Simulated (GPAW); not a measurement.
AlCu in GPAW: convergence with basis set

Crystal: AlCu.

```xyz
2
Lattice="2.9975 0.0000 0.0000 0.0000 2.9975 0.0000 0.0000 0.0000 2.9975" Properties=species:S:1:pos:R:3 pbc="T T T"
Cu    1.4988    1.4988    1.4988
Al    0.0000    0.0000    0.0000
```

The cell comes from a database or a generator and needn't be the stable form of this composition.

| Property | Result |
| --- | --- |
| Program | GPAW 26.7.0 |
| Task | convergence study |
| Functional | LDA |
| Potentials or basis | the program's PAW data sets (release 1.2.1) made for this functional |
| Basis | lcao:sz(dzp) |
| Grid spacing | 0.16 Å |
| k mesh | 9 × 9 × 9 |
| Occupations | fermi-dirac, width 0.05 eV |
| Spin | no spin polarisation |

These are the settings of the first run; the series varies basis set, with any setting tied to it.

Hardware: 1 thread of Arm Neoverse V1 (shared host).

```tsv
basis set	energy less the tightest run, at zero smearing (meV/atom)	SCF cycles	CPU time (s)	peak memory (GiB)
lcao:sz(dzp)	913.85	10	73	0.19
lcao:szp(dzp)	212.65	11	310	0.21
lcao:dz(dzp)	417.59	10	100	0.19
lcao:dzp	125.72	11	380	0.22
fd	-30.86	15	62	0.32
pw	0.00	11	14	0.14
```

Not settled before the last step: the energy (to 1 meV/atom). The tightest run that finished is the yardstick and may itself not be fully converged.
